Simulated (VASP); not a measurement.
# PbO2 (Fm-3m) in VASP: further runs

The runs below take PbO2 through single point, with PBEsol.

All numbers are computed with VASP 6.6.1; they aren't measurements. Logs are shortened: lines on timing, memory, paths and dates and some standing lists are left out, and cuts for length are marked.

## (1) Starting point

It takes space group Fm-3m (No. 225, cubic). Conventional cell: a = 5.404 Å, b = 5.404 Å, c = 5.404 Å, α = 90.00°, β = 90.00°, γ = 90.00°. Around Pb (site symmetry m-3m) lie 8 O at 2.34 Å. O (site symmetry -43m) is surrounded by 4 Pb at 2.34 Å.

The cell comes from a database or a generator and needn't be the stable form of this composition.

## (2) Single point, PBEsol

INCAR

```
ADDGRID  = F            
ALGO     = Normal         # electronic algorithm
EDIFF    = 1E-7           # SCF threshold, eV
ENCUT    = 340            # plane-wave cutoff, eV
GGA      = PS             # functional
ISIF     = 2              # what is computed and relaxed
ISMEAR   = 0              # smearing method
LASPH    = T              # aspherical terms in the spheres
LCHARG   = F              # write CHGCAR
LREAL    = F              # projectors in reciprocal space
LWAVE    = F              # write WAVECAR
NELM     = 100            # most SCF steps
PREC     = Accurate       # precision mode
SIGMA    = 0.05           # smearing width, eV
```

KPOINTS

```
k-points
0
Gamma
  6 6 6
```

POSCAR

```
PbO2
1.0
    0.0000000000      2.7019920000      2.7019920000
    2.7019920000      0.0000000000      2.7019920000
    2.7019920000      2.7019920000      0.0000000000
Pb O
1 2
Direct
    0.0000000000      0.0000000000      0.0000000000
    0.7500000000      0.7500000000      0.7500000000
    0.2500000000      0.2500000000      0.2500000000
```

Potentials or basis: VASP PAW PBE potentials, release 64 (Pb, O).

Command:

```console
> cat potpaw_PBE.64/Pb/POTCAR potpaw_PBE.64/O/POTCAR > POTCAR
> mpirun -np 1 vasp_std > vasp.out
```

OUTCAR:

```text
EDIFF = 1E-7
   ENCUT = 340
   GGA = PS
   ISIF = 2
   ISMEAR = 0
   LASPH = T
   LREAL = F
   NELM = 100
   PREC = Accurate

 Found     16 irreducible k-points:

 Following reciprocal coordinates:
            Coordinates               Weight
  0.000000  0.000000  0.000000      1.000000
  0.166667  0.000000  0.000000      8.000000
  0.333333  0.000000  0.000000      8.000000
  0.500000  0.000000  0.000000      4.000000
  0.166667  0.166667  0.000000      6.000000
  0.333333  0.166667  0.000000     24.000000
   k-points           NKPTS =     16   k-points in BZ     NKDIM =     16   number of bands    NBANDS=     12
   number of dos      NEDOS =    301   number of ions     NIONS =      3
   total plane-waves  NPLWV =  13824
   dimension x,y,z NGX =    24 NGY =   24 NGZ =   24
   dimension x,y,z NGXF=    48 NGYF=   48 NGZF=   48
   ions per type =               1   2
   NGX,Y,Z   is equivalent  to a cutoff of  10.44, 10.44, 10.44 a.u.
   NGXF,Y,Z  is equivalent  to a cutoff of  20.88, 20.88, 20.88 a.u.
 SYSTEM =  unknown system
   PREC   = accura    normal or accurate (medium, high low for compatibility)
   ISTART =      0    job   : 0-new  1-cont  2-samecut
   ICHARG =      2    charge: 1-file 2-atom 10-const
   ISPIN  =      1    spin polarized calculation?
   LNONCOLLINEAR =      F non collinear calculations
   LSORBIT =      F    spin-orbit coupling
   LASPH  =      T    aspherical Exc in radial PAW
   ENCUT  =  340.0 eV  24.99 Ry    5.00 a.u.   5.75  5.75  5.75*2*pi/ulx,y,z
   NELM   =    100;   NELMIN=  2; NELMDL= -5     # of ELM steps
   EDIFF  = 0.1E-06   stopping-criterion for ELM
   LREAL  =      F    real-space projection
   EDIFFG = 0.1E-05   stopping-criterion for IOM
   NSW    =      0    number of steps for IOM
   IBRION =     -1    ionic relax: 0-MD 1-quasi-New 2-CG
   NFREE  =      0    steps in history (QN), initial steepest desc. (CG)
   ISIF   =      2    stress and relaxation
   ISYM   =      2    0-nonsym 1-usesym 2-fastsym
   POTIM  = 0.5000    time-step for ionic-motion
   TEBEG  =    0.0;   TEEND  =   0.0 temperature during run
   PSTRESS=    0.0 pullay stress
   NELECT =      16.0000    total number of electrons
   NUPDOWN=      -1.0000    fix difference up-down
   EMIN   =  10.00;   EMAX   =-10.00  energy-range for DOS
   EFERMI =   0.00;   METHOD = LEGACY
   ISMEAR =     0;   SIGMA  =   0.05  broadening in eV -4-tet -1-fermi 0-gaus
   EFERMI_NEDOS =   21; number of points for ismear=-14 and -15
   IALGO  =     38    algorithm
   IMIX   =      4    mixing-type and parameters
     AMIX     =   0.40;   BMIX     =  1.00
     AMIX_MAG =   1.60;   BMIX_MAG =  1.00
  volume/ion in A,a.u.               =      13.15        88.75
  Fermi-wavevector in a.u.,A,eV,Ry     =   1.211772  2.289916 19.978664  1.468390
  Thomas-Fermi vector in A             =   2.347277
   LORBIT       =      0    0 simple, 1 ext, 2 COOP (PROOUT), +10 PAW based schemes
   GGA     = PS    functional components
   LHFCALC =     F    Hartree Fock is set to
   AEXX    =    0.0000 exact exchange contribution
   IVDW    =     0    specifies the selected vdW correction
   LEPSILON=     F    determine dielectric tensor
   LRPA    =     F    only Hartree local field effects (RPA)
 non-spin polarized calculation
 Gauss-broadening in eV      SIGMA  =   0.05
  energy-cutoff  :      340.00
  volume of cell :       39.45
 maximum number of plane-waves:       588
   NGX = 11   NGY = 11   NGZ = 11

 number of electron      16.0000011 magnetization

 Free energy of the ion-electron system (eV)
  ---------------------------------------------------
  ext. energy  EPLUGINS =         0.00000000
  ---------------------------------------------------
  free energy    TOTEN  =       -17.06706185 eV

  energy without entropy =      -17.06645958  energy(sigma->0) =      -17.06676072

 E-fermi :   3.8154     XC(G=0): -11.3057

 val. band max:        3.7664613768   @ k =  -0.3333   0.5000   0.1667
 cond. band min:       4.0252729576   @ k =   0.1667   0.1667   0.0000
 fundamental gap:      0.2588115808
 Fermi energy:         3.8153576039

 k-point     1 :       0.0000    0.0000    0.0000
  band No.  band energies     occupation
      1     -14.7117      2.00000
      2     -11.8502      2.00000
      3       0.9280      2.00000
      4       1.6650      2.00000
      5       1.6650      2.00000
      6       1.6650      2.00000
      7       2.5867      2.00000
      8       2.5867      2.00000
      9       2.5867      2.00000
     10      10.5909      0.00000
     11      10.5910      0.00000
     12      10.5910      0.00000

 k-point     2 :       0.1667    0.0000    0.0000
  band No.  band energies     occupation
      1     -14.4823      2.00000
      2     -11.9103      2.00000
      3      -0.6557      2.00000
      4       1.2775      2.00000
      5       1.4629      2.00000
      6       1.4629      2.00000
      7       2.5140      2.00000
      8       2.5140      2.00000
      9       4.1963      0.00000
     10      10.1886      0.00000
     11      11.1490      0.00000
     12      11.1490      0.00000

 k-point     3 :       0.3333    0.0000    0.0000
  band No.  band energies     occupation
      1     -13.8387      2.00000
      2     -12.2245      2.00000
      3      -2.2869      2.00000
      4       0.7159      2.00000
      5       1.1178      2.00000
      6       1.1178      2.00000
      7       2.3432      2.00000
      8       2.3432      2.00000
      9       5.7367      0.00000
     10      10.4161      0.00000
     11      12.3963      0.00000
     12      12.3963      0.00000

 k-point     4 :       0.5000    0.0000    0.0000
  band No.  band energies     occupation
      1     -13.0124      2.00000
      2     -12.9038      2.00000
      3      -2.8785      2.00000
      4       0.4280      2.00000
      5       0.9553      2.00000
      6       0.9553      2.00000
      7       2.2642      2.00000
      8       2.2642      2.00000
      9       6.3180      0.00000
     10      10.7866      0.00000
     11      13.1439      0.00000
     12      13.1439      0.00000

 k-point     5 :       0.1667    0.1667    0.0000
  band No.  band energies     occupation
      1     -14.4189      2.00000
      2     -11.9027      2.00000
      3      -1.0721      2.00000
      4       0.8098      2.00000
      5       0.8098      2.00000
      6       2.0688      2.00000
      7       2.9519      2.00000
      8       2.9519      2.00000
      9       4.0253      0.00000
     10       9.5155      0.00000
     11      11.6267      0.00000
     12      11.6267      0.00000

 k-point     6 :       0.3333    0.1667    0.0000
  band No.  band energies     occupation
      1     -13.9392      2.00000
      2     -12.0606      2.00000
      3      -2.5324      2.00000
      4       0.2920      2.00000
      5       0.3426      2.00000
      6       2.3361      2.00000
      7       2.5624      2.00000
      8       3.0122      2.00000
      9       5.2847      0.00000
     10       9.7003      0.00000
     11      12.4782      0.00000
     12      12.7243      0.00000

 [... further k-points ...]

------------------------ aborting loop because EDIFF is reached ----------------------------------------

  FORCE on cell =-STRESS in cart. coord.  units (eV):
  Direction    XX          YY          ZZ          XY          YZ          ZX
  --------------------------------------------------------------------------------------
  -------------------------------------------------------------------------------------
  Total       -6.4775823     -6.4775823     -6.4775823      0.0000000      0.0000000     -0.0000000
  in kB     -263.0518416   -263.0518416   -263.0518416      0.0000000      0.0000000     -0.0000000
  external PRESSURE =    -263.0518416 kB  Pullay stress =       0.0000000 kB

 VOLUME and BASIS-vectors are now :
 -----------------------------------------------------------------------------
  energy-cutoff  :      340.00
  volume of cell :       39.45
      direct lattice vectors                 reciprocal lattice vectors
     0.000000000  2.701992000  2.701992000    -0.185048660  0.185048660  0.185048660
     2.701992000  0.000000000  2.701992000     0.185048660 -0.185048660  0.185048660
     2.701992000  2.701992000  0.000000000     0.185048660  0.185048660 -0.185048660

 POSITION                                       TOTAL-FORCE (eV/Angst)
 -----------------------------------------------------------------------------------
      0.00000      0.00000      0.00000        -0.000000      0.000000     -0.000000
      4.05299      4.05299      4.05299         0.000000      0.000000      0.000000
      1.35100      1.35100      1.35100        -0.000000     -0.000000     -0.000000
 -----------------------------------------------------------------------------------
    total drift:                                0.000000      0.000000      0.000000

  FREE ENERGIE OF THE ION-ELECTRON SYSTEM (eV)
  ---------------------------------------------------
  free  energy   TOTEN  =       -17.0670618514 eV

  energy  without entropy=      -17.0664595817  energy(sigma->0) =      -17.06676072
```

It took 9.9 s on 1 thread of AMD EPYC 7R43 (Zen 3), shared host; peak memory 0.1 GiB.

The run converged, but a check on its numbers failed (symmetry, net force, bounds or a known fault of this set-up), so they aren't taken as properties of the crystal.

Caveat: the cutoff lies under the usual one of these potentials, so the numbers hold a large basis-set error; the PAW data sets were made with another functional, which shifts forces and pressure a little.

## (3) Single point, PBEsol

Changes to INCAR since step 2:

```diff
@@ -3,3 +3,3 @@
 EDIFF    = 1E-7           # SCF threshold, eV
-ENCUT    = 340            # plane-wave cutoff, eV
+ENCUT    = 520            # plane-wave cutoff, eV
 GGA      = PS             # functional
```

KPOINTS

```
k-points
0
Gamma
  5 5 5
```

POSCAR is that of step 2.

Potentials or basis: VASP PAW PBE potentials, release 64 (Pb, O).

Command:

```console
> cat potpaw_PBE.64/Pb/POTCAR potpaw_PBE.64/O/POTCAR > POTCAR
> mpirun -np 1 vasp_std > vasp.out
```

Wall time 13 s (1 thread of AMD EPYC 7R43 (Zen 3), shared host); peak memory 0.13 GiB.

These settings aren't checked as converged: the numbers below hold their error.

Results:

* Free energy: -16.9976 eV
* Pressure: -6.9 GPa
* Band gap on the k mesh: none (metal or under the smearing width)

Caveat: the k mesh is coarse (spacing up to 0.40 Å⁻¹), so the values aren't converged; the PAW data sets were made with another functional, which shifts forces and pressure a little.

## (4) Single point, PBEsol

Changes to INCAR since step 3:

```diff
@@ -3,3 +3,3 @@
 EDIFF    = 1E-7           # SCF threshold, eV
-ENCUT    = 520            # plane-wave cutoff, eV
+ENCUT    = 400            # plane-wave cutoff, eV
 GGA      = PS             # functional
```

KPOINTS

```
k-points
0
Gamma
  6 6 6
```

POSCAR is that of step 3.

Command:

```console
> cat potpaw_PBE.64/Pb/POTCAR potpaw_PBE.64/O/POTCAR > POTCAR
> mpirun -np 1 vasp_std > vasp.out
```

It took 19 s on 1 thread of AMD EPYC 7R43 (Zen 3), shared host; peak memory 0.12 GiB.

These settings aren't checked as converged: the numbers below hold their error.

What came out:

| Item | Value |
| --- | --- |
| Free energy | -17.0203 eV |
| Band gap on the k mesh | none (metal or under the smearing width) |

Caveat: the cutoff is under 1.25 times the usual one of these potentials, so pressure, stress and relaxed cells hold a basis-set (Pulay) error; the PAW data sets were made with another functional, which shifts forces and pressure a little.
